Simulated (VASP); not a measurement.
Input of a VASP 6.6.1 run:

Contents of INCAR:

```
PREC     = Accurate       # precision mode
ENCUT    = 520            # plane-wave cutoff, eV
EDIFF    = 1E-6           # SCF threshold, eV
ISMEAR   = -5             # smearing method
SIGMA    = 0.01           # smearing width, eV
LREAL    = F              # projectors in reciprocal space
LASPH    = T              # aspherical terms in the spheres
NELM     = 100            # most SCF steps
ALGO     = Normal         # electronic algorithm
ISIF     = 2              # what is computed and relaxed
LWAVE    = F              # write WAVECAR
LCHARG   = T              # write CHGCAR
GGA      = MK             # functional
LUSE_VDW = T            
AGGAC    = 0.0          
PARAM1   = 0.1234       
PARAM2   = 1.0          
LELF     = T              # ELF
```

The input KPOINTS:

```
regular mesh
0
Gamma
  9 9 9
```

Contents of POSCAR:

```
MgS
1.0
    0.0000000000      2.8025425057      2.8025425057
    2.8025425057      0.0000000000      2.8025425057
    2.8025425057      2.8025425057      0.0000000000
S Mg
1 1
Direct
    0.5000000000      0.5000000000      0.5000000000
    0.0000000000      0.0000000000      0.0000000000
```

Potentials or basis: VASP PAW PBE potentials, release 64 (S, Mg).

Command:

```sh
$ cat potpaw_PBE.64/S/POTCAR potpaw_PBE.64/Mg/POTCAR > POTCAR
$ mpirun -np 1 vasp_std > vasp.out
```

(1) Estimate the band gap on the k mesh.

(2) Estimate the pressure.

## Answers

(1) 2.25 eV, direct.

(2) -11.1 GPa.

Caveat: the PAW data sets were made with another functional, which shifts forces and pressure a little; an odd mesh through Γ misses points on the zone boundary, where band edges often lie.
